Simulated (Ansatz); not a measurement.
CdS: a run for the field gradients

```yaml
crystal:
  lattice:
    - [0.0, 2.9165, 2.9165]
    - [2.9165, 0.0, 2.9165]
    - [2.9165, 2.9165, 0.0]
  atoms:
    - { symbol: Cd, position: [0.0, 0.0, 0.0] }
    - { symbol: S, position: [0.25, 0.25, 0.25] }
kpoints:
  mp_grid: { grid: [13, 13, 13] }
scf:
  occupations: { method: fermi_dirac, width: 0.02 }
  max_iter: 100
hamiltonian:
  xc: b3-lyp
  pseudopotentials: { kind: paw }
output:
  forces: true
  stress: true
  populations: true
  efg: { quadrupole_moments_barn: { S: -0.0694 }, contact_densities: true }
```

```sh
ansatz run input.yaml --threads 1 --pin off --max-ram 3072MiB --backend cpu --events-out ev --progress --plain --runs-dir out
```

(1) Does this calculation finish, and if not, why?

Results:

(1) The input was rejected before any iteration. The input holds an unknown functional. The program says:

```
Error: YAML parse error: error: line 15 column 7: hamiltonian.xc: unknown variant `b3-lyp`, expected one of `lda`, `lda-pw`, `pw92`, `pbe`, `pbesol`, `rpbe`, `revpbe`, `blyp`, `pbe0`, `revpbe0`, `b3lyp`, `b3lyp5`, `hse06`, `wpbeh`, `hiss`, `lc_wpbe`, `cam_b3lyp`, `hf`, `r2scan`, `r2scanh`, `r2scan0`, `r2scan50`, `mr2scan`
  --> <input>:15:7
   |
13 |   max_iter: 100
14 | hamiltonian:
15 |   xc: b3-lyp
   |       ^ hamiltonian.xc: unknown variant `b3-lyp`, expected one of `lda`, `lda-pw`, `pw92`, `pbe`, `pbesol`, `rpbe`, `revpbe`, `blyp`, `pbe0`, `revpbe0`, `b3lyp`, `b3lyp5`, `hse06`, `wpbeh`, `hiss`, `lc_wpbe`, `cam_b3lyp`, `hf`, `r2scan`, `r2scanh`, `r2scan0`, `r2scan50`, `mr2scan`
16 |   pseudopotentials: { kind: paw }
17 | output:
   |
```

Against a sound input the change was `hamiltonian.xc`: pbe → b3-lyp; `scf.max_iter`: not typed → 100.
